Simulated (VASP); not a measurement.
HfSiO4: single point with PBEsol

The system is HfSiO4.

```
Hf Si O
1.0
    -3.27944    3.27944    2.97940
     3.27944   -3.27944    2.97940
     3.27944    3.27944   -2.97940
Hf Si O
2 2 8
Direct
  0.00000 0.00000 0.00000
  0.75000 0.25000 0.50000
  0.25000 0.75000 0.50000
  0.50000 0.50000 0.00000
  0.13213 0.31745 0.81468
  0.06745 0.75277 0.68532
  0.06745 0.38213 0.31468
  0.50277 0.31745 0.18532
  0.68255 0.49723 0.81468
  0.61787 0.93255 0.68532
  0.24723 0.93255 0.31468
  0.68255 0.86787 0.18532
```

The cell is a database's computed one.

| Item | Value |
| --- | --- |
| Program | VASP 6.6.1 |
| Task | single point |
| Functional | PBEsol |
| Potentials or basis | VASP PAW PBE potentials, release 64 (Hf_pv, Si, O) |
| Cutoff | 520 eV |
| k mesh | 6 × 6 × 6 |
| Occupations | gaussian, width 0.5 eV |
| Spin | no spin polarisation |

```
Pressure               : 0.3 GPa
Largest force          : 0.007 eV/Å
Band gap on the k mesh : 5.40 eV, indirect (least direct gap 5.77 eV)
```

Forces in eV/Å, atoms in the order of the input:
```
Hf   0.000  0.000  0.000
Hf   0.000  0.000  0.000
Si   0.000  0.000  0.000
Si   0.000  0.000  0.000
O    0.000 -0.005 -0.005
O    0.005  0.000 -0.005
O   -0.005  0.000 -0.005
O    0.000  0.005 -0.005
O   -0.005  0.000  0.005
O    0.000  0.005  0.005
O    0.000 -0.005  0.005
O    0.005  0.000  0.005
```

Levels at points of the mesh, in eV from the valence-band top:
```
           k point  band 36  band 37  band 38  band 39  band 40  band 41
(0.00, 0.00, 0.00)    -0.56    -0.56     0.00     5.82     6.03     6.16
(0.50, 0.00, 0.00)    -0.83    -0.27    -0.19     5.70     5.84     6.63
(0.50, 0.50, 0.00)    -0.93    -0.62    -0.62     5.40     5.40     6.54
(0.50, 0.50, 0.50)    -1.12    -0.86    -0.86     6.34     6.34     6.58
```

Run time: 84 s on 1 thread of Intel(R) Xeon(R) 6975P-C (Granite Rapids), with other jobs on the host, peak memory 0.34 GiB.

Caveat: the PAW data sets were made with another functional, which shifts forces and pressure a little; spin-orbit coupling is left out, which moves the levels of the heavy elements. A k mesh can miss the band edges.
